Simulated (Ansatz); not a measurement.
Set up this calculation in Ansatz 0.2.0, as the native input.

```yaml
Task: band structure
Functional: PBEsol
Potentials_or_basis: Ansatz PAW
Cutoff: "420 eV (not typed: the program's choice for these potentials)"
k_mesh: 6 × 6 × 6
Occupations: fermi-dirac, width 0.05 eV
Spin: spin-orbit coupling, no magnetisation
Path: "[[\"G\", \"X\", \"W\", \"K\", \"G\", \"L\", \"U\", \"W\", \"L\", \"K\"], [\"U\", \"X\"]]"
Points_for_each_segment_of_the_path: 14
```

BeTe:

```xyz
2
Lattice="0.0000 2.7700 2.7700 2.7700 0.0000 2.7700 2.7700 2.7700 0.0000" Properties=species:S:1:pos:R:3 pbc="T T T"
Te    4.1550    4.1550    4.1550
Be    0.0000    0.0000    0.0000
```

One way to write it, as run:

input.yaml

```yaml
crystal:
  lattice:
    - [0.0, 2.77, 2.77]
    - [2.77, 0.0, 2.77]
    - [2.77, 2.77, 0.0]
  atoms:
    - { symbol: Te, position: [0.75, 0.75, 0.75] }
    - { symbol: Be, position: [0.0, 0.0, 0.0] }
hamiltonian:
  xc: pbesol
  pseudopotentials: { kind: paw_fr }
magnetization:
  noncollinear: true
  spin_orbit: true
kpoints:
  mp_grid: { grid: [6, 6, 6] }
  band_path:
    path:
      - [[0.0, 0.0, 0.0], [0.5, 0.0, 0.5], [0.5, 0.25, 0.75], [0.375, 0.375, 0.75], [0.0, 0.0, 0.0], [0.5, 0.5, 0.5], [0.625, 0.25, 0.625], [0.5, 0.25, 0.75], [0.5, 0.5, 0.5], [0.375, 0.375, 0.75]]
      - [[0.625, 0.25, 0.625], [0.5, 0.0, 0.5]]
    npoints: 14
scf:
  occupations: { method: fermi_dirac, width: 0.05 }
  n_extra_bands: 6
output:
  forces: true
  stress: true
  eigenvalues: true
  fatbands: true
```

Potentials or basis: Ansatz PAW.

Run with:

```sh
$ ansatz run input.yaml --threads 2 --pin off --max-ram 5632MiB --backend cpu --events-out ev --progress --plain --runs-dir out
```

Results of the run:

- Pressure: 2.3 GPa
- Band gap on the k mesh: 1.45 eV, indirect (least direct gap 3.24 eV)
- Band gap along the path: 1.45 eV, indirect (least direct gap 3.24 eV)

Caveat: the PAW data sets come from PBE, with cores solved anew for the run's functional, which leaves a small shift of forces and pressure.

It took 20 s on 2 threads of Intel(R) Xeon(R) Processor @ 2.50GHz (Skylake/Cascade Lake), on a shared host, peak memory 0.45 GiB.
